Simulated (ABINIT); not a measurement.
# Fe (Im-3m) in ABINIT: notebook, part 2 of 2

ABINIT 10.8.3 (patched build).

### 3 Equation of state, LDA, collinear spin, ferromagnetic start

run.abi

```
# Datasets: one volume each
ndtset 7
getwfk -1
scalecart1 3*0.9795861087
scalecart2 3*0.9864848297
scalecart3 3*0.9932883884
scalecart4 3*1.0000000000
scalecart5 3*1.0066227096
scalecart6 3*1.0131594038
scalecart7 3*1.0196128224

# Pseudopotentials
pp_dirpath "./"
pseudos "Fe.LDA_PW-JTH.xml"

# Structure
acell 3*1.0
rprim
    -2.7268747978     2.7268747978     2.7268747978
     2.7268747978    -2.7268747978     2.7268747978
     2.7268747978     2.7268747978    -2.7268747978
ntypat 1
znucl 26
natom 1
typat 1
xred
     0.0000000000     0.0000000000     0.0000000000

# Plane-wave basis
ecut 707.496042 eV
pawecutdg 48.0

# k points
kptopt 1
ngkpt 13 13 13
nshiftk 1
shiftk 0.0 0.0 0.0

# Exchange and correlation
ixc 7

# Bands and occupations
nband 13
occopt 3
tsmear 0.00183747

# Spin
nsppol 2
spinat
     0.0000000000     0.0000000000     3.0000000000

# SCF cycle
nstep 100
tolvrs 1.0e-9

# Output
iomode 3
prtwf 1
prtden 0
prteig 0
prtebands 0
```

Potentials or basis: JTH PAW LDA v2.0.

Run with:

```bash
abinit run.abi > log 2>&1
```

run.abo:

```text
.Version 10.8.3 of ABINIT
 DATASET    1 : space group Im -3 m (#229); Bravais cI (body-center cubic)
================================================================================
 Values of the parameters that define the memory need for DATASET  1.
     intxc =       0    ionmov =       0      iscf =      17    lmnmax =      18
     lnmax =       6     mgfft =      24  mpssoang =       3    mqgrid =    3001
     natom =       1  nloc_mem =       2    nspden =       2   nspinor =       1
    nsppol =       2      nsym =      48    n1xccc =       1    ntypat =       1
    occopt =       3   xclevel =       1
       mpw =         492          nfft =       13824          nkpt =          84
 PAW method is used; the additional fine FFT grid is defined by:
   mgfftf=        30    nfftf =     27000
================================================================================
================================================================================
[... 71 lines left out ...]
 DATASET    7 : space group Im -3 m (#229); Bravais cI (body-center cubic)
================================================================================
 Values of the parameters that define the memory need for DATASET  7.
     intxc =       0    ionmov =       0      iscf =      17    lmnmax =      18
     lnmax =       6     mgfft =      24  mpssoang =       3    mqgrid =    3001
     natom =       1  nloc_mem =       2    nspden =       2   nspinor =       1
    nsppol =       2      nsym =      48    n1xccc =       1    ntypat =       1
    occopt =       3   xclevel =       1
       mpw =         559          nfft =       13824          nkpt =          84
 PAW method is used; the additional fine FFT grid is defined by:
   mgfftf=        32    nfftf =     32768
================================================================================
================================================================================

--------------------------------------------------------------------------------
------------- Echo of variables that govern the present computation ------------
--------------------------------------------------------------------------------
 -outvars: echo values of preprocessed input variables --------
            acell      1.0000000000E+00  1.0000000000E+00  1.0000000000E+00 Bohr
              amu      5.58470000E+01
             ecut      2.60000000E+01 Hartree
           getwfk          -1
                       outvar_i_n : Printing only first  50 k-points.
              ixc           7
           jdtset        1    2    3    4    5    6    7
                       outvar_i_n : Printing only first  50 k-points.
         kptrlatt       13    0    0      0   13    0      0    0   13
          kptrlen1     6.01466988E+01
          kptrlen2     6.05702810E+01
          kptrlen3     6.09880203E+01
          kptrlen4     6.14001140E+01
          kptrlen5     6.18067492E+01
          kptrlen6     6.22081029E+01
          kptrlen7     6.26043436E+01
            natom           1
            nband          13
           ndtset           7
            ngfft          24      24      24
          ngfftdg1         30      30      30
          ngfftdg2         30      30      30
          ngfftdg3         30      30      30
          ngfftdg4         30      30      30
          ngfftdg5         30      30      30
          ngfftdg6         30      30      30
          ngfftdg7         32      32      32
             nkpt          84
           nspden           2
           nsppol           2
            nstep         100
             nsym          48
           ntypat           1
                       prtocc : prtvol=0, do not print more k-points.
                       1.000000  1.000000  1.000000  1.000000  1.000000  1.000000
                       1.000000  1.000000  0.000000  0.000000  0.000000  0.000000
[... 157 lines left out ...]
            rprim2    -2.6900206205E+00  2.6900206205E+00  2.6900206205E+00
                       2.6900206205E+00 -2.6900206205E+00  2.6900206205E+00
                       2.6900206205E+00  2.6900206205E+00 -2.6900206205E+00
            rprim3    -2.7085730733E+00  2.7085730733E+00  2.7085730733E+00
                       2.7085730733E+00 -2.7085730733E+00  2.7085730733E+00
                       2.7085730733E+00  2.7085730733E+00 -2.7085730733E+00
            rprim4    -2.7268747978E+00  2.7268747978E+00  2.7268747978E+00
                       2.7268747978E+00 -2.7268747978E+00  2.7268747978E+00
                       2.7268747978E+00  2.7268747978E+00 -2.7268747978E+00
            rprim5    -2.7449340977E+00  2.7449340977E+00  2.7449340977E+00
                       2.7449340977E+00 -2.7449340977E+00  2.7449340977E+00
                       2.7449340977E+00  2.7449340977E+00 -2.7449340977E+00
            rprim6    -2.7627588444E+00  2.7627588444E+00  2.7627588444E+00
                       2.7627588444E+00 -2.7627588444E+00  2.7627588444E+00
                       2.7627588444E+00  2.7627588444E+00 -2.7627588444E+00
            rprim7    -2.7803565089E+00  2.7803565089E+00  2.7803565089E+00
                       2.7803565089E+00 -2.7803565089E+00  2.7803565089E+00
                       2.7803565089E+00  2.7803565089E+00 -2.7803565089E+00
          spgroup         229
           spinat      0.0000000000E+00  0.0000000000E+00  3.0000000000E+00
           tolvrs      1.00000000E-09
           tsmear      1.83747000E-03 Hartree
            typat      1
           useylm           1
                       outvars : Printing only first  50 k-points.
            znucl       26.00000

================================================================================

 chkinp: Checking input parameters for consistency, jdtset=   1.

 chkinp: Checking input parameters for consistency, jdtset=   2.
[... 46 lines left out ...]
 getcut: wavevector=  0.0000  0.0000  0.0000  ngfft=  30  30  30
         ecut(hartree)=     48.000   => boxcut(ratio)=   2.07906

--- Pseudopotential description ------------------------------------------------
- pspini: atom type   1  psp file is ./Fe.LDA_PW-JTH.xml
 Pseudopotential format is: paw10
 basis_size (lnmax)=  6 (lmn_size= 18), orbitals=   0   0   1   1   2   2
 Spheres core radius: rc_sph= 2.11531574
 Shapefunction is SIN type: shapef(r)=[sin(pi*r/rshp)/(pi*r/rshp)]**2
 Radius for shape functions =  1.80687083
 Compensation charge density is not taken into account in XC energy/potential

   4.86874442E+02                                ecore*ucvol(ha*bohr**3)
--------------------------------------------------------------------------------

================================================================================

--- !BeginCycle
iteration_state: {dtset: 1, }
solver: {iscf: 17, nstep: 100, nline: 4, wfoptalg: 10, }
tolerances: {tolvrs: 1.00E-09, }
...
[... 1329 lines left out ...]
-Cartesian components of stress tensor (GPa)         [Pressure= -3.0006E+01 GPa]
- sigma(1 1)=  3.00062230E+01  sigma(3 2)=  0.00000000E+00
- sigma(2 2)=  3.00062230E+01  sigma(3 1)=  0.00000000E+00
- sigma(3 3)=  3.00062230E+01  sigma(2 1)=  0.00000000E+00

== END DATASET(S) ==============================================================
================================================================================

 -outvars: echo values of variables after computation  --------
            acell      1.0000000000E+00  1.0000000000E+00  1.0000000000E+00 Bohr
           etotal1    -1.2455945739E+02
           etotal2    -1.2455836977E+02
           etotal3    -1.2455711347E+02
           etotal4    -1.2455571837E+02
           etotal5    -1.2455422027E+02
           etotal6    -1.2455264992E+02
           etotal7    -1.2455102510E+02
            fcart1    -0.0000000000E+00 -0.0000000000E+00 -0.0000000000E+00
            fcart2    -0.0000000000E+00 -0.0000000000E+00 -0.0000000000E+00
            fcart3    -0.0000000000E+00 -0.0000000000E+00 -0.0000000000E+00
            fcart4    -0.0000000000E+00 -0.0000000000E+00 -0.0000000000E+00
            fcart5    -0.0000000000E+00 -0.0000000000E+00 -0.0000000000E+00
            fcart6    -0.0000000000E+00 -0.0000000000E+00 -0.0000000000E+00
            fcart7    -0.0000000000E+00 -0.0000000000E+00 -0.0000000000E+00
            rprim1    -2.6712086721E+00  2.6712086721E+00  2.6712086721E+00
                       2.6712086721E+00 -2.6712086721E+00  2.6712086721E+00
                       2.6712086721E+00  2.6712086721E+00 -2.6712086721E+00
[... 17 lines left out ...]
                       2.7803565089E+00  2.7803565089E+00 -2.7803565089E+00
           strten1     6.1518221330E-04  6.1518221330E-04  6.1518221330E-04
                       0.0000000000E+00  0.0000000000E+00  0.0000000000E+00
           strten2     7.2653879630E-04  7.2653879630E-04  7.2653879630E-04
                       0.0000000000E+00  0.0000000000E+00  0.0000000000E+00
           strten3     8.2177262473E-04  8.2177262473E-04  8.2177262473E-04
                       0.0000000000E+00  0.0000000000E+00  0.0000000000E+00
           strten4     8.9793133740E-04  8.9793133740E-04  8.9793133740E-04
                       0.0000000000E+00  0.0000000000E+00  0.0000000000E+00
           strten5     9.4898951165E-04  9.4898951165E-04  9.4898951165E-04
                       0.0000000000E+00  0.0000000000E+00  0.0000000000E+00
           strten6     9.8846661087E-04  9.8846661087E-04  9.8846661087E-04
                       0.0000000000E+00  0.0000000000E+00  0.0000000000E+00
           strten7     1.0198907901E-03  1.0198907901E-03  1.0198907901E-03
                       0.0000000000E+00  0.0000000000E+00  0.0000000000E+00
 Calculation completed.
```

Wall time 3.8 min (1 thread of Arm Neoverse V1, shared host); peak memory 0.14 GiB.

What came out:

| Quantity | Value |
| --- | --- |
| Equilibrium volume | 10.53 Å³/atom (rough: see the caveat) |
| Bulk modulus | 332 GPa (rough) |

Energy against volume, from the lowest point:
| volume (Å³/atom) | energy (meV/atom) |
| --- | --- |
| 11.298 | 0.00 |
| 11.538 | 29.60 |
| 11.778 | 63.78 |
| 12.019 | 101.74 |
| 12.259 | 142.51 |
| 12.499 | 185.24 |
| 12.740 | 229.45 |

Caveat: pressures at fixed basis lie under the slope of the energies; the fit is doubtful: noisy points or a state that changes with volume; the minimum lies outside the volumes run.

### 4 Against experiment

Step 2. A measured bulk modulus of Fe is 166.4 GPa (quoted in “Pressure Induced Densification and Compression in a Reprocessed Borosilicate Glass”, 2018, pmc:5793612); the calculated 202 GPa misses it by +21.4 %. The fit is for a static lattice scaled at fixed shape and fixed fractional positions.
